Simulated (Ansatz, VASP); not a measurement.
## Be in VASP and in Ansatz

```xyz
1
Lattice="-1.0938 1.0938 1.5458 1.0938 -1.0938 1.5458 1.0938 1.0938 -1.5458" Properties=species:S:1:pos:R:3 pbc="T T T"
Be    0.0000    0.0000    1.5458
```

Alike in both runs: functional PBE; k mesh 34 × 34 × 34; occupations gaussian, width 0.1 eV; no spin polarisation.

Ansatz relaxed the structure, and its values are those at the end. VASP's run is a single point on that final structure, the one shown.

|  | VASP | Ansatz |
| --- | --- | --- |
| version | VASP 6.6.1 | Ansatz 0.2.0 |
| potentials or method | VASP PAW PBE potentials, release 64 (Be) | scalar-relativistic, plane waves, PAW |
| plane-wave cutoff (eV) | 520 | 420 |
| valence electrons in the cell | 2 | 2 |

Ansatz gave:

* gap on the k mesh at the Fermi level (eV): none
* pressure (GPa): 8.3

**Question.** Which values does VASP return?

**Answer.** gap on the k mesh at the Fermi level (eV): none; pressure (GPa): 8.4.

A gap of «none» marks a metal or a gap that the smearing closes. The functional is the same, so the differences come from potentials, cutoffs and numerics.
